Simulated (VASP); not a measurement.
# CdO (Fm-3m) in VASP: notebook

One crystal, CdO, is run at these levels: HSE06, PBEsol; tasks: band structure.

All numbers are computed with VASP 6.6.1; they aren't measurements. Logs are shortened: lines on timing, memory, paths and dates and some standing lists are left out, and cuts for length are marked.

### 1 The structure

Symmetry: Fm-3m, No. 225, cubic system. Conventional cell: a = 4.705 Å, b = 4.705 Å, c = 4.705 Å, α = 90.00°, β = 90.00°, γ = 90.00°. Around Cd (site symmetry m-3m) lie 6 O at 2.35 Å. O (site symmetry m-3m) has 6 Cd at 2.35 Å as nearest neighbours.

The cell was built by a generator and needn't be a form met in nature.

### 2 Band structure, HSE06, spin-orbit coupling, no magnetisation

File POSCAR:

```
CdO                                     
1.0
    0.0000000000      2.3523961157      2.3523961157
    2.3523961157      0.0000000000      2.3523961157
    2.3523961157      2.3523961157      0.0000000000
  Cd              O             
     1     1
Direct
     0.0000000000000000    0.0000000000000000    0.0000000000000000
     0.5000000000000000    0.5000000000000000    0.5000000000000000
```

File INCAR.step1:

```
ALGO = Normal
EDIFF = 1E-5
ENCUT = 520
GGA = PE
GGA_COMPAT = F
ISIF = 2
ISMEAR = 0
KPAR = 4
LASPH = T
LCHARG = F
LORBIT = 11
LREAL = F
LSORBIT = T
LWAVE = T
MAGMOM = 0 0 0 0 0 0
NBANDS = 32
NELM = 80
PREC = Accurate
SIGMA = 0.03
```

File INCAR.step2:

```
ALGO = Normal
EDIFF = 1E-6
ENCUT = 520
GGA = PE
GGA_COMPAT = F
HFSCREEN = 0.2
ISIF = 2
ISMEAR = 0
ISTART = 1
KPAR = 4
LASPH = T
LCHARG = F
LHFCALC = T
LORBIT = 11
LREAL = F
LSORBIT = T
LWAVE = F
MAGMOM = 0 0 0 0 0 0
NBANDS = 32
NELM = 80
PREC = Accurate
PRECFOCK = Fast
SIGMA = 0.03
```

File KPOINTS:

```
k-points
0
Gamma
  6 6 6
```

File KPOINTS_OPT:

```
explicit points
9
Reciprocal
 0.0000000000  0.0000000000  0.0000000000 1
 0.3750000000  0.3750000000  0.7500000000 1
 0.5000000000  0.5000000000  0.5000000000 1
 0.6250000000  0.2500000000  0.6250000000 1
 0.5000000000  0.2500000000  0.7500000000 1
 0.5000000000  0.0000000000  0.5000000000 1
 0.4000000000  0.0000000000  0.4000000000 1
 0.4250000000  0.0000000000  0.4250000000 1
 0.4500000000  0.0000000000  0.4500000000 1
```

Potentials or basis: VASP PAW PBE potentials, release 64 (Cd, O).

On the command line:

```
$ cat potpaw_PBE.64/Cd/POTCAR potpaw_PBE.64/O/POTCAR > POTCAR
$ cp INCAR.step1 INCAR
$ mpirun -np 4 vasp_ncl > vasp.out
$ cp INCAR.step2 INCAR
$ mpirun -np 4 vasp_ncl > vasp.out
```

OUTCAR:

```text
EDIFF = 1E-6
   ENCUT = 520
   GGA = PE
   HFSCREEN = 0.2
   ISIF = 2
   ISMEAR = 0
   ISTART = 1
   LASPH = T
   LHFCALC = T
   LORBIT = 11
   LREAL = F
   LSORBIT = T
   NELM = 80
   PREC = Accurate
   PRECFOCK = Fast

 ion  position               nearest neighbor table
   1  0.000  0.000  0.000-   2 2.35   2 2.35   2 2.35   2 2.35   2 2.35   2 2.35
   2  0.500  0.500  0.500-   1 2.35   1 2.35   1 2.35   1 2.35   1 2.35   1 2.35

  LATTYP: Found a face centered cubic cell.
 ALAT       =     4.7047922314

  Lattice vectors:

 A1 = (   0.0000000000,   2.3523961157,   2.3523961157)
 A2 = (   2.3523961157,   0.0000000000,   2.3523961157)
 A3 = (   2.3523961157,   2.3523961157,   0.0000000000)

Analysis of symmetry for initial positions (statically):
=====================================================================
 Subroutine PRICEL returns:
 Original cell was already a primitive cell.

 Routine SETGRP: Setting up the symmetry group for a
 face centered cubic supercell.

 Subroutine GETGRP returns: Found 48 space group operations
 (whereof 48 operations were pure point group operations)
 out of a pool of 48 trial point group operations.

The static configuration has the point symmetry O_h .

Analysis of symmetry for dynamics (positions and initial velocities):
=====================================================================
 Subroutine PRICEL returns:
 Original cell was already a primitive cell.

 Routine SETGRP: Setting up the symmetry group for a
 face centered cubic supercell.

 Subroutine GETGRP returns: Found 48 space group operations
 (whereof 48 operations were pure point group operations)
 out of a pool of 48 trial point group operations.

The dynamic configuration has the point symmetry O_h .

Analysis of structural, dynamic, and magnetic symmetry:
=====================================================================
 Subroutine PRICEL returns:
 Original cell was already a primitive cell.

 Routine SETGRP: Setting up the symmetry group for a
 face centered cubic supercell.

 Subroutine GETGRP returns: Found 48 space group operations
 (whereof 48 operations were pure point group operations)
 out of a pool of 48 trial point group operations.

The overall configuration has the point symmetry O_h .

 Subroutine INISYM returns: Found 48 space group operations
 (whereof 48 operations are pure point group operations),
 and found     1 'primitive' translations

----------------------------------------------------------------------------------------

                                     Primitive cell

  volume of cell :      26.0352

  direct lattice vectors                    reciprocal lattice vectors
     0.000000000  2.352396116  2.352396116    -0.212549237  0.212549237  0.212549237
     2.352396116  0.000000000  2.352396116     0.212549237 -0.212549237  0.212549237
     2.352396116  2.352396116  0.000000000     0.212549237  0.212549237 -0.212549237

  length of vectors
     3.326790491  3.326790491  3.326790491     0.368146078  0.368146078  0.368146078

  position of ions in fractional coordinates (direct lattice)
     0.000000000  0.000000000  0.000000000
     0.500000000  0.500000000  0.500000000

  ion indices of the primitive-cell ions
   primitive index   ion index
                 1           1
                 2           2

----------------------------------------------------------------------------------------

 KPOINTS: k-points

Automatic generation of k-mesh.
 Grid dimensions read from file:
 generate k-points for:    6    6    6

 Generating k-lattice:

[... 77 lines left out ...]
   GGA     = PE    functional components
   LHFCALC =     T    Hartree Fock is set to
   PRECFOCK=fast      Normal, Fast or Accurate (Low or Medium for compatibility)
   ENCUT4O =  -1.0   cutoff for four orbital integrals eV
   NKREDX  =     1    reduce k-point grid by
   NKREDY  =     1    reduce k-point grid by
   NKREDZ  =     1    reduce k-point grid by
   AEXX    =    0.2500 exact exchange contribution
   HFSCREEN=    0.2000 screening length (either q_TF or 0.3 A-1)
   HFSCREENC=   0.2000 screening length for correlation (either q_TF or 0.3 A-1)
   ENCUTFOCK=  -1.0 apply spherical cutoff to Coloumb kernel
   IVDW    =     0    specifies the selected vdW correction
   LEPSILON=     F    determine dielectric tensor
   LRPA    =     F    only Hartree local field effects (RPA)
 Gauss-broadening in eV      SIGMA  =   0.03
  energy-cutoff  :      520.00
  volume of cell :       26.04
 maximum number of plane-waves:      1450
 NGX is ok and might be reduce to    28
  NGX = 14; NGY = 14; NGZ = 14

 number of electron      18.0000002 magnetization      -0.0000000     -0.0000000      0.0000000

 number of electron      18.0000002 magnetization      -0.0000000     -0.0000000     -0.0000000

 number of electron      18.0000002 magnetization       0.0000000      0.0000000      0.0000000

 Free energy of the ion-electron system (eV)
  ---------------------------------------------------
  ext. energy  EPLUGINS =         0.00000000
  ---------------------------------------------------
  free energy    TOTEN  =       -10.04196177 eV

  energy without entropy =      -10.04196177  energy(sigma->0) =      -10.04196177

 E-fermi :   1.1609     XC(G=0):  -9.5282

 val. band max:        0.9693145760   @ k =   0.5000   0.0000   0.0000
 cond. band min:       1.8487194780   @ k =   0.0000   0.0000   0.0000
 fundamental gap:      0.8794049020
 Fermi energy:         1.1608716532

 k-point     1 :       0.0000    0.0000    0.0000
  band No.  band energies     occupation
      1     -17.9792      1.00000
      2     -17.9792      1.00000
      3      -6.8968      1.00000
      4      -6.8968      1.00000
      5      -6.8968      1.00000
      6      -6.8968      1.00000
[... 517 lines left out ...]
     29      24.1591      0.00000
     30      24.1591      0.00000
 [bands above 30 left out]

------------------------ aborting loop because EDIFF is reached ----------------------------------------

  FORCE on cell =-STRESS in cart. coord.  units (eV):
  Direction    XX          YY          ZZ          XY          YZ          ZX
  --------------------------------------------------------------------------------------
  -------------------------------------------------------------------------------------
  Total        0.2641031      0.2641031      0.2641031     -0.0000000     -0.0000000     -0.0000000
  in kB       16.2525928     16.2525928     16.2525928     -0.0000000     -0.0000000     -0.0000000
  external PRESSURE =      16.2525928 kB  Pullay stress =       0.0000000 kB

 VOLUME and BASIS-vectors are now :
 -----------------------------------------------------------------------------
  energy-cutoff  :      520.00
  volume of cell :       26.04
      direct lattice vectors                 reciprocal lattice vectors
     0.000000000  2.352396116  2.352396116    -0.212549237  0.212549237  0.212549237
     2.352396116  0.000000000  2.352396116     0.212549237 -0.212549237  0.212549237
     2.352396116  2.352396116  0.000000000     0.212549237  0.212549237 -0.212549237

 POSITION                                       TOTAL-FORCE (eV/Angst)
 -----------------------------------------------------------------------------------
      0.00000      0.00000      0.00000         0.000000     -0.000000     -0.000000
      2.35240      2.35240      2.35240         0.000000      0.000000      0.000000
 -----------------------------------------------------------------------------------
    total drift:                                0.000000      0.000000      0.000000

  FREE ENERGIE OF THE ION-ELECTRON SYSTEM (eV)
  ---------------------------------------------------
  free  energy   TOTEN  =       -10.0419617654 eV

  energy  without entropy=      -10.0419617654  energy(sigma->0) =      -10.04196177

 Spin-Orbit-Coupling matrix elements

 Ion:    1  E_soc:     -0.0474259
 l=   1
     0.0000000    -0.0014583    -0.0014583
    -0.0014583     0.0000000    -0.0014583
    -0.0014583    -0.0014583     0.0000000
 l=   2
     0.0000000    -0.0013279     0.0000000    -0.0013279    -0.0051181
    -0.0013279     0.0000000    -0.0038386    -0.0013279    -0.0012795
     0.0000000    -0.0038386     0.0000000    -0.0038386     0.0000000
    -0.0013279    -0.0013279    -0.0038386     0.0000000    -0.0012795
    -0.0051181    -0.0012795     0.0000000    -0.0012795     0.0000000
 l=   3
     0.0000000     0.0000000     0.0000000     0.0000000     0.0000000     0.0000000     0.0000000
     0.0000000     0.0000000     0.0000000     0.0000000     0.0000000     0.0000000     0.0000000
     0.0000000     0.0000000     0.0000000     0.0000000     0.0000000     0.0000000     0.0000000
     0.0000000     0.0000000     0.0000000     0.0000000     0.0000000     0.0000000     0.0000000
     0.0000000     0.0000000     0.0000000     0.0000000     0.0000000     0.0000000     0.0000000
     0.0000000     0.0000000     0.0000000     0.0000000     0.0000000     0.0000000     0.0000000
     0.0000000     0.0000000     0.0000000     0.0000000     0.0000000     0.0000000     0.0000000

 Ion:    2  E_soc:     -0.0004044
 l=   1
     0.0000000    -0.0000674    -0.0000674
    -0.0000674     0.0000000    -0.0000674
    -0.0000674    -0.0000674     0.0000000
 l=   2
     0.0000000     0.0000000     0.0000000     0.0000000     0.0000000
     0.0000000     0.0000000     0.0000000     0.0000000     0.0000000
     0.0000000     0.0000000     0.0000000     0.0000000     0.0000000
     0.0000000     0.0000000     0.0000000     0.0000000     0.0000000
     0.0000000     0.0000000     0.0000000     0.0000000     0.0000000
 l=   3
     0.0000000     0.0000000     0.0000000     0.0000000     0.0000000     0.0000000     0.0000000
     0.0000000     0.0000000     0.0000000     0.0000000     0.0000000     0.0000000     0.0000000
     0.0000000     0.0000000     0.0000000     0.0000000     0.0000000     0.0000000     0.0000000
     0.0000000     0.0000000     0.0000000     0.0000000     0.0000000     0.0000000     0.0000000
     0.0000000     0.0000000     0.0000000     0.0000000     0.0000000     0.0000000     0.0000000
     0.0000000     0.0000000     0.0000000     0.0000000     0.0000000     0.0000000     0.0000000
     0.0000000     0.0000000     0.0000000     0.0000000     0.0000000     0.0000000     0.0000000

 total charge

# of ion       s       p       d       tot
------------------------------------------
    1        0.299   0.248   9.691  10.239
    2        1.569   3.403   0.000   4.972
--------------------------------------------------
tot          1.869   3.651   9.691  15.211

 magnetization (x)

# of ion       s       p       d       tot
------------------------------------------
    1       -0.000   0.000   0.000   0.000
    2        0.000   0.000   0.000   0.000
--------------------------------------------------
tot          0.000   0.000   0.000   0.000

 magnetization (y)

# of ion       s       p       d       tot
------------------------------------------
    1        0.000   0.000   0.000   0.000
    2        0.000   0.000   0.000   0.000
--------------------------------------------------
tot          0.000   0.000   0.000   0.000

 magnetization (z)

# of ion       s       p       d       tot
------------------------------------------
    1        0.000   0.000   0.000   0.000
    2       -0.000   0.000   0.000   0.000
--------------------------------------------------
tot          0.000   0.000   0.000   0.000
```

Run time: 11 min. Hardware: 4 MPI ranks of Intel Xeon 6975P-C (Granite Rapids), shared host; peak memory 0.35 GiB.

Results:

| Quantity | Value |
| --- | --- |
| Free energy | -10.0420 eV |
| Pressure | 1.6 GPa |
| Valence electrons inside the program's atomic spheres | Cd 10.24; O 4.97 |

Caveat: the k mesh is coarse (spacing up to 0.39 Å⁻¹), so the values aren't converged, least of all with exact exchange; the PAW data sets were made with another functional, which shifts forces and pressure a little.

(Part 1 of 2 ends here.)
